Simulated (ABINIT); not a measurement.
# Quasiparticle gap of LiF (Griceite) in ABINIT

How does a plane-wave GW calculation on LiF (Griceite) run from the first input to the gap?

Program: ABINIT 10.8.3. Level of theory: LDA and many-body steps on it, plane waves. Results are calculated unless marked as measured.

### 1. Set-up

Symmetry: Fm-3m, No. 225, cubic system. Conventional cell: a = 4.028 Å, b = 4.028 Å, c = 4.028 Å, α = 90.00°, β = 90.00°, γ = 90.00°. Nearest to Li lie 6 F at 2.01 Å. F has 6 Li at 2.01 Å nearest. Farther neighbours and most contacts between anions are not listed.

The cell and positions come from the Crystallography Open Database and are kept as given unless a step says otherwise.

### 2. Ground state

This step: ABINIT 10.8.3; DFT, LDA, plane waves, norm-conserving pseudopotentials.

The ground-state density comes first.

File run.abi:

```
acell 3*1.0 Angstrom
rprim 
  0.000000000000 2.014000000000 2.014000000000
  2.014000000000 0.000000000000 2.014000000000
  2.014000000000 2.014000000000 -0.000000000000
ntypat 2
znucl 3 9
natom 2
typat 1 2
xred 
  0.000000000000 0.000000000000 0.000000000000
  0.500000000000 0.500000000000 0.500000000000
pp_dirpath "pseudos"
pseudos "Li.upf, F.upf"
ecut 36
ngkpt 8 8 8
nshiftk 1
shiftk 0 0 0
kptopt 1
chksymbreak 0
nband 10
occopt 1
tolvrs 1e-10
nstep 60
prtwf 0
optforces 0
optstress 0
indata_prefix "in"
outdata_prefix "out"
tmpdata_prefix "tmp"
```

Started as:

```sh
$ OMP_NUM_THREADS=1 mpirun -n 4 abinit run.abi > log
```

Numbers of over 12 decimals in the logs are rounded to 6 here.

Output:

```text
.Version 10.8.3 of ABINIT. v10.8.2 released Aug 2026.

 Symmetries : space group Fm -3 m (#225); Bravais cF (face-center cubic)
================================================================================
 Values of the parameters that define the memory need of the present run
     intxc =       0    ionmov =       0      iscf =       7    lmnmax =       5
     lnmax =       5     mgfft =      30  mpssoang =       3    mqgrid =    3001
     natom =       2  nloc_mem =       1    nspden =       1   nspinor =       1
    nsppol =       1      nsym =      48    n1xccc =    2501    ntypat =       2
    occopt =       1   xclevel =       1
-    mband =          10        mffmem =           1         mkmem =           8
       mpw =        1155          nfft =       27000          nkpt =          29
================================================================================
  Rough estimation (10% accuracy) of disk space for files :
================================================================================

--------------------------------------------------------------------------------
------------- Echo of variables that govern the present computation ------------
--------------------------------------------------------------------------------
 -outvars: echo values of preprocessed input variables --------
            acell      1.8897261259E+00  1.8897261259E+00  1.8897261259E+00 Bohr

      chksymbreak           0
             ecut      3.60000000E+01 Hartree
-          fftalg         312

              ixc       -1012
              kpt      0.00000000E+00  0.00000000E+00  0.00000000E+00
                       1.25000000E-01  0.00000000E+00  0.00000000E+00
                       2.50000000E-01  0.00000000E+00  0.00000000E+00
                       3.75000000E-01  0.00000000E+00  0.00000000E+00
                       5.00000000E-01  0.00000000E+00  0.00000000E+00
                       1.25000000E-01  1.25000000E-01  0.00000000E+00
                       2.50000000E-01  1.25000000E-01  0.00000000E+00
                       3.75000000E-01  1.25000000E-01  0.00000000E+00
                       5.00000000E-01  1.25000000E-01  0.00000000E+00
   [... 18 further rows ...]
                      -3.75000000E-01  5.00000000E-01  1.25000000E-01
                      -2.50000000E-01  5.00000000E-01  2.50000000E-01
         kptrlatt        8    0    0      0    8    0      0    0    8
          kptrlen      4.30589384E+01
P           mkmem           8
            natom           2
            nband          10
            ngfft          30      30      30
             nkpt          29
            nstep          60
             nsym          48
           ntypat           2
              occ      2.000000  2.000000  2.000000  2.000000  2.000000  0.000000
                       0.000000  0.000000  0.000000  0.000000
        optforces           0
        optstress           0
            prtwf           0
            rprim      0.0000000000E+00  2.0140000000E+00  2.0140000000E+00
[...]
spgroup         225

           tolvrs      1.00000000E-10

             xred      0.0000000000E+00  0.0000000000E+00  0.0000000000E+00
[...]
znucl        3.00000    9.00000

================================================================================

 chkinp: Checking input parameters for consistency.

================================================================================
== DATASET  1 ==================================================================
-   mpi_nproc: 4, omp_nthreads: 1 (-1 if OMP is not activated)

--- !DatasetInfo
iteration_state: {dtset: 1, }
dimensions: {natom: 2, nkpt: 29, mband: 10, nsppol: 1, nspinor: 1, nspden: 1, mpw: 1155, }
cutoff_energies: {ecut:  36.0, pawecutdg:  -1.0, }
electrons: {nelect:   1.00000000E+01, charge:   0.00000000E+00, occopt:   1.00000000E+00, tsmear:   1.00000000E-02, }

 Real(R)+Recip(G) space primitive vectors, cartesian coordinates (Bohr,Bohr^-1):
 R(1)=  0.0000000  3.8059084  3.8059084  G(1)= -0.1313747  0.1313747  0.1313747
 R(2)=  3.8059084  0.0000000  3.8059084  G(2)=  0.1313747 -0.1313747  0.1313747
 R(3)=  3.8059084  3.8059084  0.0000000  G(3)=  0.1313747  0.1313747 -0.1313747
 Unit cell volume ucvol=  1.1025670E+02 bohr^3
 Angles (23,13,12)=  6.00000000E+01  6.00000000E+01  6.00000000E+01 degrees

 getcut: wavevector=  0.0000  0.0000  0.0000  ngfft=  30  30  30
         ecut(hartree)=     36.000   => boxcut(ratio)=   2.06592

--- Pseudopotential description ------------------------------------------------
- Li Generated using ONCVPSP code by D. R. Hamann
-  3.00000   3.00000  180309                  znucl, zion, pspdat
12 -1012 1 -1 1944                            pspcod,pspxc,lmax,lloc,mmax
     nproj     2     2     0
  pspatm : epsatm=    2.61415252
         --- l  ekb(1:nproj) -->
[...]
pspatm: atomic psp has been read  and splines computed

- F Generated using ONCVPSP code by D. R. Hamann
-  9.00000   7.00000  201202                  znucl, zion, pspdat
12 -1012 2 -1 824                             pspcod,pspxc,lmax,lloc,mmax
     nproj     2     2     1
  pspatm : epsatm=    4.94580260
         --- l  ekb(1:nproj) -->
[...]
1   -4.029087   -1.312559
             2   -2.364936
 pspatm: atomic psp has been read  and splines computed

   7.55995512E+01                                ecore*ucvol(ha*bohr**3)
--------------------------------------------------------------------------------

_setup2: Arith. and geom. avg. npw (full set) are    1137.021    1137.006

================================================================================

--- !BeginCycle
iteration_state: {dtset: 1, }
solver: {iscf: 7, nstep: 60, nline: 4, wfoptalg: 0, }
tolerances: {tolvrs: 1.00E-10, }

     iter   Etot(hartree)      deltaE(h)  residm     vres2
 ETOT  1  -31.789549230694    -3.179E+01 1.919E-01 7.898E+01
 ETOT  2  -31.805428927075    -1.588E-02 6.233E-04 6.186E+01
 ETOT  3  -31.829565212621    -2.414E-02 1.267E-03 1.289E+00
 ETOT  4  -31.829981746077    -4.165E-04 1.304E-04 9.793E-04
 ETOT  5  -31.829982094784    -3.487E-07 1.079E-04 1.648E-06
 ETOT  6  -31.829982094959    -1.747E-10 7.580E-05 7.766E-08
 ETOT  7  -31.829982094971    -1.237E-11 7.049E-05 1.104E-08
 ETOT  8  -31.829982094975    -3.745E-12 4.720E-05 9.244E-11

 At SCF step    8       vres2   =  9.24E-11 < tolvrs=  1.00E-10 =>converged.

--- !ResultsGS
iteration_state: {dtset: 1, }
comment   : Summary of ground state results
lattice_vectors:
- [  0.0000000,   3.8059084,   3.8059084, ]
- [  3.8059084,   0.0000000,   3.8059084, ]
- [  3.8059084,   3.8059084,  -0.0000000, ]
lattice_lengths: [   5.38237,    5.38237,    5.38237, ]
lattice_angles: [ 60.000,  60.000,  60.000, ] # degrees, (23, 13, 12)
lattice_volume:   1.1025670E+02
convergence: {deltae: -3.745E-12, res2:  9.244E-11, residm:  4.720E-05, diffor:  0.000E+00, }
etotal    :  -3.18299821E+01
entropy   :   0.00000000E+00
fermie    :  -5.01817454E-02
cartesian_stress_tensor: null
pressure_GPa: null
xred      :
- [  0.0000E+00,   0.0000E+00,   0.0000E+00, Li]
- [  5.0000E-01,   5.0000E-01,   5.0000E-01,  F]
cartesian_forces: null
force_length_stats: {min: null, max: null, mean: null, }

 Integrated electronic density in atomic spheres:
 ------------------------------------------------
 Atom  Sphere_radius  Integrated_density
    1        2.00000          2.34361098
    2        2.00000          7.06344912
================================================================================

 ----iterations are completed or convergence reached----

 Mean square residual over all n,k,spin=   22.355E-08; max=  47.202E-06
 reduced coordinates (array xred) for    2 atoms
       0.000000000000      0.000000000000      0.000000000000
       0.500000000000      0.500000000000      0.500000000000
 rms dE/dt=  0.0000E+00; max dE/dt=  0.0000E+00; dE/dt below (all hartree)
    1       0.000000000000      0.000000000000      0.000000000000
    2       0.000000000000      0.000000000000      0.000000000000

 cartesian coordinates (angstrom) at end:
    1      0.000000     0.000000     0.000000
    2      2.014000     2.014000     2.014000
 length scales=  1.889726125908  1.889726125908  1.889726125908 bohr
              =  1.000000000000  1.000000000000  1.000000000000 angstroms
 prteigrs : about to open file out_EIG
 Fermi (or HOMO) energy (hartree) =  -0.05018   Average Vxc (hartree)=  -0.39142
 Eigenvalues (hartree) for nkpt=  29  k points:
 kpt#   1, nband= 10, wtk=  0.00195, kpt=  0.0000  0.0000  0.0000 (reduced coord)
  -1.50840   -0.76724   -0.05018   -0.05018   -0.05018    0.27557    0.81338    0.81338
   0.81338    0.83141
 prteigrs : prtvol=0 or 1, do not print more k-points.

--- !EnergyTerms
iteration_state     : {dtset: 1, }
comment             : Components of total free energy in Hartree
kinetic             :  2.13566420044117E+01
hartree             :  8.21696999463972E+00
xc                  : -7.05550569308440E+00
Ewald energy        : -2.04741383175823E+01
psp_core            :  6.85668535977648E-01
local_psp           : -2.73398394060627E+01
non_local_psp       : -7.21977921327456E+00
total_energy        : -3.18299820949749E+01
total_energy_eV     : -8.66137936989022E+02
band_energy         : -5.07604687137780E+00

== END DATASET(S) ==============================================================
================================================================================

 -outvars: echo values of variables after computation  --------
           etotal     -3.1829982095E+01
            nband          10
             nkpt          29
          spgroup         225
 [... the other variables as echoed above ...]

 Calculation completed.
```

Run time: 3.4 s. Hardware: 4 MPI ranks of Arm Neoverse V2, shared host; peak memory 0.25 GiB.

Numbers from this step:

```
total energy               : -866.1379 eV
gap                        : 8.864 eV
k of the valence top       : 0, 0, 0
k of the conduction bottom : 0, 0, 0
least direct gap           : 8.864 eV
```

The gap is direct, at Γ.

[end of part 1 of 3]

[Paths, hosts, dates, memory and timing lines, banners, echoed tables and standing remarks are left out of the program output.]

[Logs are printed without paths, hosts, clocks, repeated set-up lines and the standing remarks that a program may print on its own settings, such as how far it seeks lower states.]

[Runs of the session that timed out or met a known fault of the program may be left out.]

[Hosts, paths, dates, database ids (printed as entryN), source tags and the programs' standing remarks are cut or masked in the printed files.]

[G0W0 gaps are taken among the corrected bands and points alone; a level outside them can change the order at an edge.]

[Where Ansatz stands beside ABINIT at settings called matched, ABINIT's density can come from a denser mesh and the files from another edition; pairs whose starting gaps differed by over 0.03 eV were left out, so agreement reads better than it is.]
